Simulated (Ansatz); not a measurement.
A run of Ansatz 0.2.0:

Contents of input.yaml:

```yaml
crystal:
  lattice:
    - [0.0, 2.703, 2.703]
    - [2.703, 0.0, 2.703]
    - [2.703, 2.703, 0.0]
  atoms:
    - { symbol: Ni, position: [0.0, 0.0, 0.0], spin: 1.0 }
    - { symbol: Si, position: [0.75, 0.75, 0.75] }
    - { symbol: Si, position: [0.25, 0.25, 0.25] }
kpoints:
  mp_grid: { grid: [9, 9, 9] }
scf:
  occupations: { method: fermi_dirac, width: 0.05 }
hamiltonian:
  xc: pbesol
  dispersion: d4
  pseudopotentials: { kind: all_electron, lapw: { basis_error: 0.002 } }
magnetization:
  spin_polarized: true
output:
  forces: true
  stress: true
relax:
  f_tol: 0.005
  max_steps: 60
  cell: {}
```

Potentials or basis: all-electron LAPW, scalar-relativistic.

Launch:

```sh
$ ansatz run input.yaml --threads 4 --pin off --max-ram 12288MiB --backend cpu --events-out ev --progress --plain --runs-dir out
```

Hardware: 4 threads of Arm Neoverse V2 (shared host).

**Question.** Estimate the wall time of this run.

**Answer.** It took 22 s on 4 threads of Arm Neoverse V2 (shared host), peak memory 0.48 GiB. Counts: scf iterations 36, plane waves 459, k points 35, bands 26, ion steps 5.
